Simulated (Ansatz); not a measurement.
# HfN, one cell by several methods

```
CELL_PARAMETERS angstrom
0.02259 2.27029 2.27029
2.27029 0.02259 2.27029
2.27029 2.27029 0.02259
ATOMIC_POSITIONS crystal
Hf 0.00000 0.00000 0.00000
N 0.50000 0.50000 0.50000
```

Atom numbers follow the list: Hf1, N2.

The cell comes from COD entry 1539063, which wasn't checked; take it as a given geometry. The listed cell was then made from it by scaling, straining or moving an atom.

Spin polarisation is left out, and whether a magnetic state lies lower isn't shown here.

No spin–orbit coupling, which matters for the heavy atoms here.

All numbers are computed: DFT, PBEsol, PAW with Ansatz's default frozen-core files, scalar-relativistic (Ansatz 0.2.0); DFT, PBEsol, all-electron PAW with datasets made for the crystal, scalar-relativistic (Ansatz 0.2.0); DFT, PBEsol, all-electron LAPW, scalar-relativistic (Ansatz 0.2.0).

For PAW: a Γ-centred 10×10×10 k mesh, Fermi–Dirac smearing of 0.01 eV, cutoff 420 eV, no spin polarisation; the PAW files were made with PBE, and the program remakes their frozen cores for this functional. The crystal-made all-electron datasets (AE datasets) take a cutoff of 420 eV at this cell. LAPW targets a basis error of 0.5 meV/atom. The Ansatz runs share mesh, smearing and spin set-up. Plane-wave (PAW) pressures include the program's estimate of the Pulay term.

Stress and pressure are positive in compression.

The change that made this cell: equal xy, yz and zx engineering shear strains of +1 %.

Spin–orbit coupling is left out, which moves gradients at and beside heavy atoms by some per cent and at worst by a factor of two.

In a metal, gradients converge slowly with the k mesh: the values move by tens of per cent from one mesh to another, at times in sign, so only the comparison on one mesh counts.

```tsv
quantity	PAW	AE datasets	LAPW
pressure (GPa)	?	-2.97	-2.97
stress yz (GPa)	-1.07	-1.07	-1.07
stress xz (GPa)	-1.07	-1.07	-1.07
stress xy (GPa)	-1.07	-1.07	-1.07
field gradient Vzz at Hf1 (10²¹ V/m²)	-0.84	-0.81	–
```

Problem. What belongs in the row "pressure (GPa)", column "PAW"?

Solution. -3.02.
